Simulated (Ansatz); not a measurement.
# PbS: the cost of one run

Program: Ansatz 0.2.0. Level of theory: DFT PBE, scalar-relativistic, plane waves, PAW. These are calculated values, not measurements.

**1. The starting structure**

Symmetry: P6_3/mmc, No. 194, hexagonal system. The conventional cell has a = 4.373 Å, b = 4.373 Å, c = 5.263 Å, α = 90.00°, β = 90.00°, γ = 120.00°. Pb (site symmetry -6m2) has 5 S at 2.52 to 2.63 Å as nearest neighbours. Around S (site symmetry -6m2) lie 5 Pb at 2.52 to 2.63 Å.

As a file:

```
CELL_PARAMETERS angstrom
4.37263 0.00000 0.00000
-2.18631 3.78681 0.00000
0.00000 0.00000 5.26276
ATOMIC_POSITIONS crystal
Pb 0.33333 0.66667 0.25000
Pb 0.66667 0.33333 0.75000
S 0.66667 0.33333 0.25000
S 0.33333 0.66667 0.75000
```

Recipe of the guess: 5-connected net, two elements alternating (P6_3/mmc, No. 194). The dimensions are guesses.

**2. Probe: one point on a coarse mesh**

Input file input.yaml:

```yaml
crystal:
  lattice:
    - [4.37262643, 0.0, 0.0]
    - [-2.18631321, 3.78680557, 0.0]
    - [0.0, 0.0, 5.26276387]
  atoms:
    - { symbol: Pb, position: [0.33333333, 0.66666667, 0.25] }
    - { symbol: Pb, position: [0.66666667, 0.33333333, 0.75] }
    - { symbol: S, position: [0.66666667, 0.33333333, 0.25] }
    - { symbol: S, position: [0.33333333, 0.66666667, 0.75] }
basis:
  ecutwfc: 420
kpoints:
  mp_grid: { grid: [6, 6, 4] }
hamiltonian:
  xc: pbe
scf:
  occupations: { method: gaussian, width: 0.1 }
  lower_state_search: "off"
output:
  forces: true
  stress: true
  eigenvalues: true
```

Command:

```bash
ansatz run input.yaml --threads 1 --pin off --max-ram 2048MiB --backend cpu --events-out ev --progress --plain --runs-dir out
```

What time and memory should one allow on 1 thread of Intel Xeon 6975P-C (Granite Rapids), shared host?

About 1.7 s, with a peak of 0.4 GiB.
